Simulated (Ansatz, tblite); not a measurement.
LiF: GFN1-xTB, run from Python

These are simulated results from tblite 0.8.0, not measurements. The cell was built from a prototype and was relaxed with r2SCAN in plane waves (Ansatz 0.2.0). Not every such cell is a known phase. All runs are without spin polarisation.

The symmetry is P6_3/mmc (No. 194, hexagonal); a = 2.776 Å, c = 4.783 Å in the conventional setting, 7.98 Å³ an atom. Li has 6 F at 2.00 Å; F has 6 Li at 2.00 Å.

tblite solves periodic systems at the zone centre alone, so the script builds a cluster of 4×4×2 conventional cells (128 atoms), which folds in a coarse mesh of k points.

Input script:

```python
import json
from ase import Atoms
from ase.build import make_supercell
from ase.units import Bohr, GPa, Hartree
from tblite.interface import Calculator

atoms = Atoms(['Li', 'Li', 'F', 'F'],
              cell=[[2.775708, 0.0, 0.0], [-1.387854, 2.403833, -0.0], [0.0, -0.0, 4.782694]],
              scaled_positions=[[-0.0, 0.0, -0.0], [-0.0, 0.0, 0.5], [0.333333, 0.666667, 0.25], [0.666667, 0.333333, 0.75]],
              pbc=True)
cluster = make_supercell(atoms, [[4, 0, 0], [0, 4, 0], [0, 0, 2]])
calc = Calculator('GFN1-xTB', cluster.numbers, cluster.positions / Bohr, lattice=cluster.cell[:] / Bohr, periodic=cluster.pbc)
calc.set('temperature', 0.02 / Hartree)
calc.set('max-iter', 150)
res = calc.singlepoint()
levels = res.get('orbital-energies') * Hartree
nv = round(res.get('orbital-occupations').sum() / 2)
cells = len(cluster) // len(atoms)
out = {'energy_per_cell': res.get('energy') * Hartree / cells, 'homo': levels[nv - 1], 'lumo': levels[nv],
       'stress': (-res.get('virial') * Hartree / cluster.get_volume() / GPa).tolist(), 'charges': res.get('charges')[:len(atoms)].tolist(), 'electrons': 2 * nv / cells}
json.dump(out, open('results.json', 'w'))
for key, value in out.items():
    print(key, value)
```

Command: `python run.py`. It took 10 s on 1 thread of Arm Neoverse V1 (shared host), peak memory 0.13 GiB.

Output:

```
------------------------------------------------------------
  cycle        total energy    energy error   density error
------------------------------------------------------------
      1     -342.9866037013  -3.4281280E+02   7.3411360E-01
      2     -354.4922762134  -1.1505673E+01   4.4425573E-01
      3     -355.1238444804  -6.3156827E-01   2.5152708E-01
      4     -355.7189056516  -5.9506117E-01   5.3411019E-02
      5     -355.9971736157  -2.7826796E-01   1.1383872E-02
      6     -356.0032677992  -6.0941835E-03   7.7062662E-03
      7     -356.0085181498  -5.2503506E-03   2.8258211E-04
      8     -356.0085254404  -7.2906459E-06   2.7080747E-06
      9     -356.0085254411  -6.3823791E-10   2.8319754E-07
------------------------------------------------------------

 total:                                   9.460 sec
energy_per_cell -302.73391917945526
homo -17.52251531609856
lumo -15.946006607995235
stress [[8.316122171410367, -0.0013549106462499344, -3.4175861461746476e-06], [-0.0013549106462504219, 8.314577504722266, -3.5095492160277148e-06], [-3.4175861461528882e-06, -3.5095492159332176e-06, 12.631710999400333]]
charges [0.3318255763590424, 0.3318169665248083, -0.3318197306884023, -0.3318172318528201]
electrons 16.0
```

The cycle table is in hartree for the whole cluster, and the lines after it are in eV (the energy for one cell). The printed stress is in GPa and positive in compression, and the pressure is its mean diagonal.

GFN1-xTB gives a gap of 1.58 eV. On the same cell, plane-wave PBE (Ansatz, 12×12×6 k points and the special points) gives a gap of 9.21 eV and r2SCAN a gap of 10.19 eV; on shared hosts these took about 2.6 and 6.2 core-seconds on the 4-atom cell, against 10 for the script. Semilocal gaps usually lie below measured ones. xTB was fitted to molecules, so gaps, charges and pressures of solids can be far off, and the gap also depends on the size of the cluster.

The same script was run on cells scaled at fixed shape and fractional coordinates:

| volume (Å³/atom) | energy (meV/atom) | pressure (GPa, positive in compression) | gap (eV) |
| --- | --- | --- | --- |
| 7.02 | 95.7 | 23.79 | 1.76 |
| 7.50 | 37.5 | 15.63 | 1.66 |
| 7.98 | 0.0 | 9.75 | 1.58 |
| 8.46 | -22.4 | 5.46 | 1.50 |
| 8.94 | -33.7 | 2.29 | 1.44 |

The minimum lies beyond the largest of these volumes.

xTB was fitted mostly to molecules, and a small cluster samples few k points, so gaps, pressures and kinks along a curve can be far from a solid's.
